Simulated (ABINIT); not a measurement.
Runs of ABINIT 10.8.3 (patched build) on HgTe (Coloradoite). The structure is cubic, space group F-43m (No. 216). Conventional cell: a = 6.429 Å, b = 6.429 Å, c = 6.429 Å, α = 90.00°, β = 90.00°, γ = 90.00°. Hg (site symmetry -43m) is surrounded by 4 Te at 2.78 Å. Te (site symmetry -43m) is surrounded by 4 Hg at 2.78 Å. 

```csv
task,level,potentials or basis,k mesh,cutoff (eV),fine-grid cutoff,mesh quality,gap on the mesh (eV),pressure (GPa),V0 of scaled cells (Å³/atom),B0 (GPa)
equation of state,revPBE+D3(BJ),JTH PAW PBE v2.0,7 × 7 × 7,544,1088.46 eV,not flagged,-,-,34.75,41
equation of state,revPBE+D3,JTH PAW PBE v2.0,7 × 7 × 7,544,1088.46 eV,not flagged,-,-,(b),38
single point,PBE,JTH PAW PBE v2.0,3 × 3 × 3,544,1088.46 eV,coarse,none,6.2,-,-
equation of state,PBEsol,JTH PAW PBE v2.0,7 × 7 × 7,408,816.342 eV,not flagged,-,-,(a),41
equation of state,LDA-Teter,JTH PAW LDA v2.0,7 × 7 × 7,544,1088.46 eV,not flagged,-,-,33.55,(c)
single point,PBEsol,JTH PAW PBE v2.0,9 × 9 × 9,544,1088.46 eV,not flagged,none,2.0,-,-
single point,PBEsol,JTH PAW PBE v2.0,6 × 6 × 6,544,1088.46 eV,not flagged,none,(d),-,-
equation of state,WC,JTH PAW PBE v2.0,7 × 7 × 7,544,1088.46 eV,not flagged,-,-,34.82,42
```

Alike in all rows: no spin polarisation; cell as given; smearing fermi-dirac 0.05 eV.

Problem. Fill in the values left out.

Solution. (a) 34.77; (b) 34.96; (c) 48; (d) 2.1.

Caveats: some runs use coarse meshes; the PAW data sets were made with another functional, which shifts forces and pressure a little (some runs); pressures at fixed basis lie under the slope of the energies (some runs).

A k mesh can miss the band edges, and the runs leave out spin-orbit coupling on Hg, Te.

A gap of «none» marks a metal or a gap under the smearing width.
